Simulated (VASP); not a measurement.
# TiO2: relaxation of cell and atoms with PBE

Crystal: TiO2.

```
Ti O
1.0
     4.59220    0.00000    0.00000
     0.00000    4.59220    0.00000
     0.00000    0.00000    2.95740
Ti O
2 4
Direct
  0.00000 0.00000 0.00000
  0.50000 0.50000 0.50000
  0.30496 0.30496 0.00000
  0.19504 0.80496 0.50000
  0.69504 0.69504 0.00000
  0.80496 0.19504 0.50000
```

| Item | Value |
| --- | --- |
| Program | VASP 6.6.1 |
| Task | relaxation of cell and atoms |
| Functional | PBE |
| Potentials or basis | VASP PAW PBE potentials, release 64 (Ti_sv, O) |
| Cutoff | 600 eV |
| k mesh | 6 × 6 × 10 |
| Occupations | gaussian, width 0.03 eV |
| Spin | no spin polarisation |
| Further INCAR settings | ALGO = Normal; EDIFF = 1e-06; IBRION = 2; EDIFFG = -0.01; NSW = 90; ISIF = 3 |

| Property | Result |
| --- | --- |
| Relaxed volume | 10.67 Å³/atom |
| Relaxed cell | a = 4.646 Å, b = 4.646 Å, c = 2.966 Å, α = 90.00°, β = 90.00°, γ = 90.00° |
| Space group after relaxing (to 0.05 Å) | P4_2/mnm (No. 136) |
| Energy gained by relaxing | 5.0 meV/atom |
| Ionic steps | 5 |
| Pressure after relaxing | 0.0 GPa |
| Largest force after relaxing | 0.003 eV/Å |
| Band gap on the k mesh | 1.82 eV, direct |

Forces on the atoms (eV/Å):
```
Ti   0.000  0.000  0.000
Ti   0.000  0.000  0.000
O    0.002  0.002  0.000
O   -0.002  0.002  0.000
O   -0.002 -0.002  0.000
O    0.002 -0.002  0.000
```

Stress tensor (GPa, compression positive):
```
-0.05  0.00  0.00
 0.00 -0.05  0.00
 0.00  0.00  0.06
```

The path:
| step | energy change (eV) | largest force (eV/Å) | pressure (GPa) | volume (Å³) |
| --- | --- | --- | --- | --- |
| 1 | 0.0000 | 0.1242 | 5.83 | 62.37 |
| 2 | 0.0143 | 0.2349 | -6.47 | 65.84 |
| 3 | -0.0277 | 0.0461 | 0.00 | 63.89 |
| 4 | -0.0295 | 0.0182 | -0.01 | 63.98 |
| 5 | -0.0297 | 0.0032 | -0.01 | 64.02 |

Final structure:
```yaml
crystal:
  lattice:
    - [4.64565, 0.00000, 0.00000]
    - [0.00000, 4.64565, 0.00000]
    - [0.00000, 0.00000, 2.96639]
  atoms:
    - { symbol: Ti, position: [0.00000, 0.00000, 0.00000] }
    - { symbol: Ti, position: [0.50000, 0.50000, 0.50000] }
    - { symbol: O, position: [0.30496, 0.30496, 0.00000] }
    - { symbol: O, position: [0.19504, 0.80496, 0.50000] }
    - { symbol: O, position: [0.69504, 0.69504, 0.00000] }
    - { symbol: O, position: [0.80496, 0.19504, 0.50000] }
```

Levels at points of the mesh, in eV from the valence-band top:
```
           k point  band 21  band 22  band 23  band 24  band 25  band 26  band 27  band 28
(0.00, 0.00, 0.00)    -0.67    -0.43    -0.43     0.00     1.82     2.10     2.37     2.45
(0.50, 0.00, 0.00)    -1.56    -1.56    -0.71    -0.71     2.47     2.47     2.94     2.94
(0.50, 0.50, 0.00)    -1.25    -1.25    -1.04    -1.04     1.86     1.86     2.47     2.47
(0.00, 0.00, 0.50)    -2.23    -2.23    -1.40    -1.40     2.87     2.87     3.13     3.13
(0.50, 0.00, 0.50)    -1.98    -1.98    -0.99    -0.99     1.87     1.87     3.15     3.15
(0.50, 0.50, 0.50)    -1.21    -1.21    -0.67    -0.67     2.52     2.52     3.13     3.13
```

Run time: 3.4 min on 2 MPI ranks on Intel(R) Xeon(R) Platinum 8488C (Sapphire Rapids), on a shared host, peak memory 0.25 GiB a rank.

A k mesh can miss the band edges. PBE usually gives volumes a little too large and moduli too small.
